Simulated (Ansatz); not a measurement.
**Rh under pressure**

These are results of DFT PBEsol, scalar-relativistic, plane waves, PAW (Ansatz), not measurements. (420 eV cutoff, 18×18×10 k-mesh, Gaussian smearing of 0.10 eV, no spin polarisation)

Reference structure (relaxed):

```
Rh
1.0
     2.68874    0.00000    0.00000
    -1.34437    2.32851    0.00000
     0.00000    0.00000    4.32902
Rh
2
Direct
  0.66667 0.33333 0.75000
  0.33333 0.66667 0.25000
```

Cell and atoms are relaxed at each pressure within the symmetry of the start, at zero temperature, so transitions that lower the symmetry aren't seen. The k-mesh given is that at zero pressure and may differ at others. a, b and c are the lengths of the cell vectors above.

Pressures computed: -1, 1, 4, 12, 25, 50, 90 GPa.

(1) At which pressure does the cell have a = 2.692, b = 2.692 and c = 4.334 Å?

Results:

(1) About -1 GPa, where V/V0 = 1.004.

This form isn't the element's structure at ambient conditions.